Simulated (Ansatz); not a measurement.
A (111) slab of CdF2 (Fm-3m (No. 225)), 12 planes, outer planes F (top) and F (bottom), with 12 atoms (Cd4F8) in a surface cell of A = 13.009 Å², as cut from the bulk:

```xyz
12
Lattice="3.8758 0.0000 0.0000 -1.9379 3.3566 0.0000 0.0000 0.0000 26.0761" Properties=species:S:1:pos:R:3 pbc="T T T"
F     0.0000    0.0000    7.5000
Cd    1.9379    1.1189    8.2912
F     0.0000    2.2377    9.0823
F     1.9379    1.1189   10.6646
Cd    0.0000    2.2377   11.4558
F     0.0000    0.0000   12.2469
F     0.0000    2.2377   13.8292
Cd    0.0000    0.0000   14.6204
F     1.9379    1.1189   15.4115
F     0.0000    0.0000   16.9938
Cd    1.9379    1.1189   17.7850
F     0.0000    2.2377   18.5761
```

These are results of DFT PBE, scalar-relativistic, plane waves, PAW in Ansatz, not measurements. Settings: cutoff 420 eV, Γ-centred mesh 9×9×1 on the computed 12-atom cell, Gaussian smearing of 0.05 eV; no spin polarisation. The cell repeats along c with a dipole correction in the vacuum.

Against the same 12 atoms in the bulk, the slab as cut lies 0.517 eV higher and the relaxed slab 0.517 eV higher.

Q: Work out the surface energy before and after relaxation.

A: The slab has two faces, so γ = (E_slab − N·E_bulk)/(2A), the mean of both. As cut: 0.517/(2 × 13.009) = 0.0199 eV/Å², and 1 eV/Å² = 16.02 J/m², so γ = 0.32 J/m². Relaxed: 0.517/(2 × 13.009) = 0.0199 eV/Å² = 0.32 J/m². Relaxation recovers 0.0 % of the cost of cutting.

Q: What is the ideal work of this cut, per area?

A: Griffith's ideal work is 2γ: 0.64 J/m², whether the new faces relax or not. Other cuts parallel to this plane can cost less. One thickness was run, 12 planes, so γ can still shift with it.